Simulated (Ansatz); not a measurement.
Crystal: Ga2O3.

```
Ga O
1.0
     6.10700   -1.51855    0.00000
     6.10700    1.51855    0.00000
    -1.38599    0.00000    5.63001
Ga O
4 6
Direct
  0.34134 0.34134 0.68598
  0.65866 0.65866 0.31402
  0.90950 0.90950 0.20540
  0.09050 0.09050 0.79460
  0.50410 0.50410 0.74340
  0.49590 0.49590 0.25660
  0.82670 0.82670 0.43680
  0.17330 0.17330 0.56320
  0.83550 0.83550 0.89020
  0.16450 0.16450 0.10980
```

| Property | Result |
| --- | --- |
| Program | Ansatz 0.2.0 |
| Task | relaxation of cell and atoms |
| Functional | PBE |
| Potentials or basis | SSSP efficiency PAW |
| Cutoff | 952 eV |
| Density cutoff | 9524 eV |
| k mesh | 9 × 9 × 5 |
| Occupations | fermi-dirac, width 0.05 eV |
| Spin | no spin polarisation |

At the start: volume 10.44 Å³/atom.

Q: How do energy, volume and symmetry change on relaxing?

A: It ends after 9 steps and the volume is 10.99 Å³/atom (+5.2 %); space group C2/m (No. 12, to 0.05 Å).

Step by step:
```tsv
step	energy change (eV)	largest force (eV/Å)	volume (Å³)
1	0.0000	0.2290	104.42
2	-0.1122	0.1402	107.54
3	-0.1308	0.0276	109.65
4	-0.1303	0.0126	109.83
5	-0.1305	0.0170	109.80
6	-0.1305	0.0023	109.81
7	-0.1606	0.0075	109.81
8	-0.1603	0.0037	109.89
9	-0.1607	0.0037	109.89
```

Final structure:
```yaml
crystal:
  lattice:
    - [6.23311, -1.54290, 0.01261]
    - [6.23311, 1.54290, 0.01261]
    - [-1.40299, 0.00000, 5.71024]
  atoms:
    - { symbol: Ga, position: [0.34146, 0.34146, 0.68597] }
    - { symbol: Ga, position: [0.65854, 0.65854, 0.31403] }
    - { symbol: Ga, position: [0.91016, 0.91016, 0.20543] }
    - { symbol: Ga, position: [0.08984, 0.08984, 0.79457] }
    - { symbol: O, position: [0.50390, 0.50390, 0.74324] }
    - { symbol: O, position: [0.49610, 0.49610, 0.25676] }
    - { symbol: O, position: [0.82625, 0.82625, 0.43565] }
    - { symbol: O, position: [0.17375, 0.17375, 0.56435] }
    - { symbol: O, position: [0.83651, 0.83651, 0.89090] }
    - { symbol: O, position: [0.16349, 0.16349, 0.10910] }
```

Caveat: the plane-wave basis is chosen anew once the cell has moved, so the energies of steps on either side of that aren't comparable; the pressure holds a Pulay correction of +0.7 GPa for the finite cutoff.
